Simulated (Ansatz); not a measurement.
The cell comes from COD entry 9012564, which wasn't checked; take it as a given geometry. The listed cell was then made from it by scaling, straining or moving an atom.

An input for TiC: DFT, PBE, all-electron PAW with datasets made for the crystal, scalar-relativistic (Ansatz 0.2.0).

```yaml
crystal:
  lattice:
    - [0.0, 2.164, 2.164]
    - [2.164, 0.0, 2.164]
    - [2.164, 2.164, 0.0]
  atoms:
    - { symbol: Ti, position: [-0.0184842884, 0.0184842884, 0.0184842884] }
    - { symbol: C, position: [0.5, 0.5, 0.5] }
kpoints:
  mp_grid: { grid: [14, 14, 14] }
scf:
  occupations: { method: fermi_dirac, width: 0.03 }
hamiltonian:
  xc: pbe
  pseudopotentials: { kind: all_electron, datasets: crystal }
output:
  forces: true
  stress: true
  eigenvalues: true
  efg: { contact_densities: true }
```

Set-up and iterations as logged by Ansatz (the results part is left out, to be predicted):

```
hamiltonian.pseudopotentials.datasets: crystal makes datasets for this crystal and solves the spheres of its atoms anew in each pass: cutoff 380.0 eV, the density's 1520.0 eV; for an error of 0.50 meV an atom under PBE, 1.0 meV for the cell; an energy difference from a run of another recipe may be off by several times the error for the cell, under r2SCAN by more, where some 0.1 meV an atom stays at smaller errors; C in spheres of 0.915 Å, 4 of its electrons in bands; Ti in spheres of 1.164 Å, 12 of its electrons in bands
Engine: ansatz 0.2.0
Pseudopotentials: kind: all_electron
Pseudopotential: Ti, paw, valence charge 12, recommended cutoff 380 eV (normal), Koelling and Harmon's equation, gaussian nucleus
Pseudopotential: C, paw, valence charge 4, recommended cutoff 380 eV (normal), Koelling and Harmon's equation, gaussian nucleus
Functional definition: PBE
  parameter kappa = 0.804
  parameter beta = 0.06672455060314922
  exchange = pbe_x(kappa = kappa, mu = beta*pi^2/3)
  correlation = pbe_c(beta = beta)
Crystal: 2 atoms, lattice volume = 20.268 Å³
Basis set: ecut = 380 eV, 331 PW (Γ), exchange–correlation on 40×40×40 points (8 copies of the dense FFT grid, shifted against one another)
Bands: 12, of which v1, the nominal top of the filled ones, is band 8 counted from 1 (7 counted from 0)
Symmetry: 8 space group operations
Space group: I4mm (ITA 107), of the structure as read, at distance tolerance 2.7e-5 Å
k-points: 244 of 2744 (time reversal used)
Non-local potential: Ti, projectors of the file, l = 0: 2, l = 1: 2, l = 2: 2
Non-local potential: C, projectors of the file, l = 0: 1, l = 1: 1
PAW form: soft (Blöchl's): semilocal exchange-correlation on the pseudo side does not see the compensation charge
PAW one-centre angular grid: Ti, 590 points (default); XC on its mesh's 1895 points in the sphere
PAW one-centre angular grid: C, 110 points (default); XC on its mesh's 1941 points in the sphere
Initial density: superposition of atomic densities (neutral atoms: chi_scale 0, normalization atom)
Initial wavefunctions: pseudopotential atomic-orbital guess
Functional: x = pbe(κ = 0.804, μ = 0.2195149727645171), c = pbe(β = 0.06672455060314922)
iter 1 solved again at ethr=7.21e-2 eV; its pass at ethr=1.00e-1 eV (dr2=1.15e1 eV) is discarded
SCF iter   1: F=—  HF=-24274.077781 eV  |F-HF|=—  |Δ(HF+E_count)|=         —  Δρ=2.12e-1  dr2=1.15e1  ethr=7.21e-2  ⟨swp⟩=2.0  Hψ=14578  notcnv=0
iter 2 solved again at ethr=7.72e-4 eV; its pass at ethr=7.20e-2 eV (dr2=1.24e-1 eV) is discarded
SCF iter   2: F=—  HF=-24271.831644 eV  |F-HF|=—  |Δ(HF+E_count)|=    2.25e0  Δρ=3.47e-2  dr2=1.20e-1  ethr=7.72e-4  ⟨swp⟩=3.0  Hψ=13278  notcnv=0  defer=2
SCF iter   3: F=—  HF=-24271.814423 eV  |F-HF|=—  |Δ(HF+E_count)|=   1.72e-2  Δρ=2.50e-2  dr2=6.99e-2  ethr=7.51e-4  ⟨swp⟩=3.1  Hψ=6558  notcnv=0  defer=3
SCF iter   4: F=—  HF=-24271.830719 eV  |F-HF|=—  |Δ(HF+E_count)|=   1.63e-2  Δρ=5.86e-3  dr2=8.60e-3  ethr=4.37e-4  ⟨swp⟩=3.1  Hψ=6858  notcnv=0  defer=5
SCF iter   5: F=—  HF=-24271.829507 eV  |F-HF|=—  |Δ(HF+E_count)|=   1.21e-3  Δρ=2.98e-3  dr2=1.78e-3  ethr=5.37e-5  ⟨swp⟩=3.7  Hψ=8289  notcnv=0
SCF iter   6: F=—  HF=-24271.829995 eV  |F-HF|=—  |Δ(HF+E_count)|=   4.88e-4  Δρ=1.19e-3  dr2=2.99e-4  ethr=1.11e-5  ⟨swp⟩=2.3  Hψ=5804  notcnv=0  defer=1
SCF iter   7: F=—  HF=-24271.829961 eV  |F-HF|=—  |Δ(HF+E_count)|=   3.43e-5  Δρ=3.36e-4  dr2=1.97e-5  ethr=1.87e-6  ⟨swp⟩=3.0  Hψ=6511  notcnv=0  defer=1
SCF iter   8: F=—  HF=-24271.829960 eV  |F-HF|=—  |Δ(HF+E_count)|=   1.07e-6  Δρ=1.28e-4  dr2=4.09e-6  ethr=1.23e-7  ⟨swp⟩=2.9  Hψ=5208  notcnv=0  defer=1
SCF iter   9: F=-24271.829960 eV  HF=-24271.829960 eV  |F-HF|=1.07e-8  |Δ(HF+E_count)|=   5.60e-7  Δρ=9.88e-6  dr2=1.53e-8  ethr=2.56e-8  ⟨swp⟩=3.2  Hψ=5315  notcnv=0  defer=1
```

Problem. What pressure will this run report?

Solution. 1.60 GPa (positive in compression).

Problem. How large will the largest force be?

Solution. 0.726 eV/Å.
